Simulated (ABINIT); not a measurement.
# AlRu (Pm-3m) in ABINIT: equation of state

Aim: energy against volume of AlRu in PBE, for its equilibrium volume and stiffness.

Program: ABINIT 10.8.3 (patched build). These are calculated values, not measurements. Logs are shortened: lines on timing, memory, paths and dates and some standing lists are left out, and cuts for length are marked. The log counts tension as positive stress, the text compression.

### 1 The structure

The structure is cubic, space group Pm-3m (No. 221). The conventional cell has a = 2.992 Å, b = 2.992 Å, c = 2.992 Å, α = 90.00°, β = 90.00°, γ = 90.00°. Ru (site symmetry m-3m) has 8 Al at 2.59 Å as nearest neighbours. Al (site symmetry m-3m) has 8 Ru at 2.59 Å as nearest neighbours.

### 2 Equation of state, PBE

run.abi reads:

```
ndtset 7
getwfk -1
scalecart1 3*0.9795861087
scalecart2 3*0.9864848297
scalecart3 3*0.9932883884
scalecart4 3*1.0000000000
scalecart5 3*1.0066227096
scalecart6 3*1.0131594038
scalecart7 3*1.0196128224

pp_dirpath "./"
pseudos "Ru.GGA_PBE-JTH.xml, Al.GGA_PBE-JTH.xml"

acell 5.6533046744 5.6533046744 5.6533046744
rprim
     1.0000000000     0.0000000000     0.0000000000
     0.0000000000     1.0000000000     0.0000000000
     0.0000000000     0.0000000000     1.0000000000
ntypat 2
znucl 44 13
natom 2
typat 1 2
xred
     0.5000000000     0.5000000000     0.5000000000
     0.0000000000     0.0000000000     0.0000000000

ecut 408.170794 eV
pawecutdg 30.0

kptopt 1
ngkpt 9 9 9
nshiftk 1
shiftk 0.0 0.0 0.0

ixc 11

nband 14
occopt 3
tsmear 0.05 eV

nstep 100
tolvrs 1.0e-9

iomode 3
prtwf 1
prtden 0
prteig 0
prtebands 0
```

Potentials or basis: JTH PAW PBE v2.0.

Run with:

```console
> abinit run.abi > log 2>&1
```

run.abo:

```text
.Version 10.8.3 of ABINIT
 DATASET    1 : space group Pm -3 m (#221); Bravais cP (primitive cubic)
================================================================================
 Values of the parameters that define the memory need for DATASET  1.
     intxc =       0    ionmov =       0      iscf =      17    lmnmax =      18
     lnmax =       6     mgfft =      20  mpssoang =       3    mqgrid =    3001
     natom =       2  nloc_mem =       2    nspden =       1   nspinor =       1
    nsppol =       1      nsym =      48    n1xccc =       1    ntypat =       2
    occopt =       3   xclevel =       2
       mpw =         487          nfft =        8000          nkpt =          35
 PAW method is used; the additional fine FFT grid is defined by:
   mgfftf=        30    nfftf =     27000
================================================================================
================================================================================
[... 71 lines left out ...]
 DATASET    7 : space group Pm -3 m (#221); Bravais cP (primitive cubic)
================================================================================
 Values of the parameters that define the memory need for DATASET  7.
     intxc =       0    ionmov =       0      iscf =      17    lmnmax =      18
     lnmax =       6     mgfft =      24  mpssoang =       3    mqgrid =    3001
     natom =       2  nloc_mem =       2    nspden =       1   nspinor =       1
    nsppol =       1      nsym =      48    n1xccc =       1    ntypat =       2
    occopt =       3   xclevel =       2
       mpw =         540          nfft =       13824          nkpt =          35
 PAW method is used; the additional fine FFT grid is defined by:
   mgfftf=        30    nfftf =     27000
================================================================================
================================================================================

--------------------------------------------------------------------------------
------------- Echo of variables that govern the present computation ------------
--------------------------------------------------------------------------------
 -outvars: echo values of preprocessed input variables --------
            acell      5.6533046744E+00  5.6533046744E+00  5.6533046744E+00 Bohr
              amu      1.01070000E+02  2.69815390E+01
             ecut      1.50000000E+01 Hartree
           getwfk          -1
              ixc          11
           jdtset        1    2    3    4    5    6    7
         kptrlatt        9    0    0      0    9    0      0    0    9
          kptrlen1     4.98410885E+01
          kptrlen2     5.01920937E+01
          kptrlen3     5.05382570E+01
          kptrlen4     5.08797421E+01
          kptrlen5     5.12167038E+01
          kptrlen6     5.15492891E+01
          kptrlen7     5.18776374E+01
            natom           2
            nband          14
           ndtset           7
            ngfft1         20      20      20
            ngfft2         20      20      20
            ngfft3         20      20      20
            ngfft4         20      20      20
            ngfft5         20      20      20
            ngfft6         20      20      20
            ngfft7         24      24      24
          ngfftdg          30      30      30
             nkpt          35
            nstep         100
             nsym          48
           ntypat           2
           occopt           3
        pawecutdg      3.00000000E+01 Hartree
         pawxcdev           0
           prtden           0
        prtebands           0
           prteig           0
            rprim1     9.7958610870E-01  0.0000000000E+00  0.0000000000E+00
                       0.0000000000E+00  9.7958610870E-01  0.0000000000E+00
                       0.0000000000E+00  0.0000000000E+00  9.7958610870E-01
            rprim2     9.8648482970E-01  0.0000000000E+00  0.0000000000E+00
                       0.0000000000E+00  9.8648482970E-01  0.0000000000E+00
                       0.0000000000E+00  0.0000000000E+00  9.8648482970E-01
            rprim3     9.9328838840E-01  0.0000000000E+00  0.0000000000E+00
                       0.0000000000E+00  9.9328838840E-01  0.0000000000E+00
                       0.0000000000E+00  0.0000000000E+00  9.9328838840E-01
            rprim4     1.0000000000E+00  0.0000000000E+00  0.0000000000E+00
                       0.0000000000E+00  1.0000000000E+00  0.0000000000E+00
                       0.0000000000E+00  0.0000000000E+00  1.0000000000E+00
            rprim5     1.0066227096E+00  0.0000000000E+00  0.0000000000E+00
                       0.0000000000E+00  1.0066227096E+00  0.0000000000E+00
                       0.0000000000E+00  0.0000000000E+00  1.0066227096E+00
            rprim6     1.0131594038E+00  0.0000000000E+00  0.0000000000E+00
                       0.0000000000E+00  1.0131594038E+00  0.0000000000E+00
                       0.0000000000E+00  0.0000000000E+00  1.0131594038E+00
            rprim7     1.0196128224E+00  0.0000000000E+00  0.0000000000E+00
                       0.0000000000E+00  1.0196128224E+00  0.0000000000E+00
                       0.0000000000E+00  0.0000000000E+00  1.0196128224E+00
          spgroup         221
           tolvrs      1.00000000E-09
           tsmear      1.83746611E-03 Hartree
            typat      1  2
           useylm           1
           xangst1     1.4652649004E+00  1.4652649004E+00  1.4652649004E+00
                       0.0000000000E+00  0.0000000000E+00  0.0000000000E+00
           xangst2     1.4755840073E+00  1.4755840073E+00  1.4755840073E+00
                       0.0000000000E+00  0.0000000000E+00  0.0000000000E+00
           xangst3     1.4857607704E+00  1.4857607704E+00  1.4857607704E+00
                       0.0000000000E+00  0.0000000000E+00  0.0000000000E+00
           xangst4     1.4957999990E+00  1.4957999990E+00  1.4957999990E+00
                       0.0000000000E+00  0.0000000000E+00  0.0000000000E+00
           xangst5     1.5057062480E+00  1.5057062480E+00  1.5057062480E+00
                       0.0000000000E+00  0.0000000000E+00  0.0000000000E+00
           xangst6     1.5154838352E+00  1.5154838352E+00  1.5154838352E+00
                       0.0000000000E+00  0.0000000000E+00  0.0000000000E+00
           xangst7     1.5251368587E+00  1.5251368587E+00  1.5251368587E+00
                       0.0000000000E+00  0.0000000000E+00  0.0000000000E+00
            xcart1     2.7689493636E+00  2.7689493636E+00  2.7689493636E+00
                       0.0000000000E+00  0.0000000000E+00  0.0000000000E+00
            xcart2     2.7884496495E+00  2.7884496495E+00  2.7884496495E+00
                       0.0000000000E+00  0.0000000000E+00  0.0000000000E+00
            xcart3     2.8076809446E+00  2.8076809446E+00  2.8076809446E+00
                       0.0000000000E+00  0.0000000000E+00  0.0000000000E+00
            xcart4     2.8266523372E+00  2.8266523372E+00  2.8266523372E+00
                       0.0000000000E+00  0.0000000000E+00  0.0000000000E+00
            xcart5     2.8453724348E+00  2.8453724348E+00  2.8453724348E+00
                       0.0000000000E+00  0.0000000000E+00  0.0000000000E+00
            xcart6     2.8638493967E+00  2.8638493967E+00  2.8638493967E+00
                       0.0000000000E+00  0.0000000000E+00  0.0000000000E+00
            xcart7     2.8820909675E+00  2.8820909675E+00  2.8820909675E+00
                       0.0000000000E+00  0.0000000000E+00  0.0000000000E+00
             xred      5.0000000000E-01  5.0000000000E-01  5.0000000000E-01
                       0.0000000000E+00  0.0000000000E+00  0.0000000000E+00
            znucl       44.00000   13.00000

================================================================================

 chkinp: Checking input parameters for consistency, jdtset=   1.

 chkinp: Checking input parameters for consistency, jdtset=   2.
[... 40 lines left out ...]
 getcut: wavevector=  0.0000  0.0000  0.0000  ngfft=  30  30  30
         ecut(hartree)=     30.000   => boxcut(ratio)=   2.19710

--- Pseudopotential description ------------------------------------------------
- pspini: atom type   1  psp file is ./Ru.GGA_PBE-JTH.xml
 Pseudopotential format is: paw10
 basis_size (lnmax)=  6 (lmn_size= 18), orbitals=   0   0   1   1   2   2
 Spheres core radius: rc_sph= 2.21046734
 Shapefunction is SIN type: shapef(r)=[sin(pi*r/rshp)/(pi*r/rshp)]**2
 Radius for shape functions =  2.00219127
 Compensation charge density is not taken into account in XC energy/potential

- pspini: atom type   2  psp file is ./Al.GGA_PBE-JTH.xml
 Pseudopotential format is: paw10
 basis_size (lnmax)=  4 (lmn_size=  8), orbitals=   0   0   1   1
 Spheres core radius: rc_sph= 1.90363307
 Shapefunction is SIN type: shapef(r)=[sin(pi*r/rshp)/(pi*r/rshp)]**2
 Radius for shape functions =  1.60786206
 Compensation charge density is not taken into account in XC energy/potential

   5.41631647E+02                                ecore*ucvol(ha*bohr**3)
--------------------------------------------------------------------------------

[... 1087 lines left out ...]
 getcut: wavevector=  0.0000  0.0000  0.0000  ngfft=  24  24  24
         ecut(hartree)=     15.000   => boxcut(ratio)=   2.38816

 getcut : COMMENT -
  Note that boxcut > 2.2 ; recall that boxcut=Gcut(box)/Gcut(sphere) = 2
  is sufficient for exact treatment of convolution.
  Such a large boxcut is a waste : you could raise ecut
  e.g. ecut=   21.387345 Hartrees makes boxcut=2

 Fine grid specifications (used for densities):

 getcut: wavevector=  0.0000  0.0000  0.0000  ngfft=  30  30  30
         ecut(hartree)=     30.000   => boxcut(ratio)=   2.11085
--------------------------------------------------------------------------------
[... 144 lines left out ...]
-Cartesian components of stress tensor (GPa)         [Pressure= -8.4521E+00 GPa]
- sigma(1 1)=  8.45208135E+00  sigma(3 2)=  0.00000000E+00
- sigma(2 2)=  8.45208135E+00  sigma(3 1)=  0.00000000E+00
- sigma(3 3)=  8.45208135E+00  sigma(2 1)=  0.00000000E+00

== END DATASET(S) ==============================================================
================================================================================

 -outvars: echo values of variables after computation  --------
            acell      5.6533046744E+00  5.6533046744E+00  5.6533046744E+00 Bohr
           etotal1    -9.7841159389E+01
           etotal2    -9.7843021966E+01
           etotal3    -9.7844225335E+01
           etotal4    -9.7844838600E+01
           etotal5    -9.7844924881E+01
           etotal6    -9.7844533783E+01
           etotal7    -9.7843710191E+01
            fcart1    -0.0000000000E+00 -0.0000000000E+00 -0.0000000000E+00
                      -0.0000000000E+00 -0.0000000000E+00 -0.0000000000E+00
            fcart2    -0.0000000000E+00 -0.0000000000E+00 -0.0000000000E+00
                      -0.0000000000E+00 -0.0000000000E+00 -0.0000000000E+00
            fcart3    -0.0000000000E+00 -0.0000000000E+00 -0.0000000000E+00
                      -0.0000000000E+00 -0.0000000000E+00 -0.0000000000E+00
            fcart4    -0.0000000000E+00 -0.0000000000E+00 -0.0000000000E+00
                      -0.0000000000E+00 -0.0000000000E+00 -0.0000000000E+00
            fcart5    -0.0000000000E+00 -0.0000000000E+00 -0.0000000000E+00
                      -0.0000000000E+00 -0.0000000000E+00 -0.0000000000E+00
[... 38 lines left out ...]
                       0.0000000000E+00  0.0000000000E+00  0.0000000000E+00
           xangst1     1.4652649004E+00  1.4652649004E+00  1.4652649004E+00
                       0.0000000000E+00  0.0000000000E+00  0.0000000000E+00
           xangst2     1.4755840073E+00  1.4755840073E+00  1.4755840073E+00
                       0.0000000000E+00  0.0000000000E+00  0.0000000000E+00
           xangst3     1.4857607704E+00  1.4857607704E+00  1.4857607704E+00
                       0.0000000000E+00  0.0000000000E+00  0.0000000000E+00
           xangst4     1.4957999990E+00  1.4957999990E+00  1.4957999990E+00
                       0.0000000000E+00  0.0000000000E+00  0.0000000000E+00
           xangst5     1.5057062480E+00  1.5057062480E+00  1.5057062480E+00
                       0.0000000000E+00  0.0000000000E+00  0.0000000000E+00
           xangst6     1.5154838352E+00  1.5154838352E+00  1.5154838352E+00
                       0.0000000000E+00  0.0000000000E+00  0.0000000000E+00
           xangst7     1.5251368587E+00  1.5251368587E+00  1.5251368587E+00
                       0.0000000000E+00  0.0000000000E+00  0.0000000000E+00
             xred      5.0000000000E-01  5.0000000000E-01  5.0000000000E-01
                       0.0000000000E+00  0.0000000000E+00  0.0000000000E+00
 Calculation completed.
```

Wall time 48 s (1 thread of Arm Neoverse V1, shared host); peak memory 0.12 GiB.

What came out:

| Property | Result |
| --- | --- |
| Equilibrium volume | 13.57 Å³/atom |
| Bulk modulus | 204 GPa |
| Pressure derivative of the bulk modulus | 4.4 |

Energy against volume, from the lowest point:
| volume (Å³/atom) | energy (meV/atom) |
| --- | --- |
| 12.584 | 51.23 |
| 12.851 | 25.89 |
| 13.119 | 9.52 |
| 13.387 | 1.17 |
| 13.655 | 0.00 |
| 13.922 | 5.32 |
| 14.190 | 16.53 |

Caveat: pressures at fixed basis lie under the slope of the energies. Zero-point motion and thermal expansion aren't in these numbers.
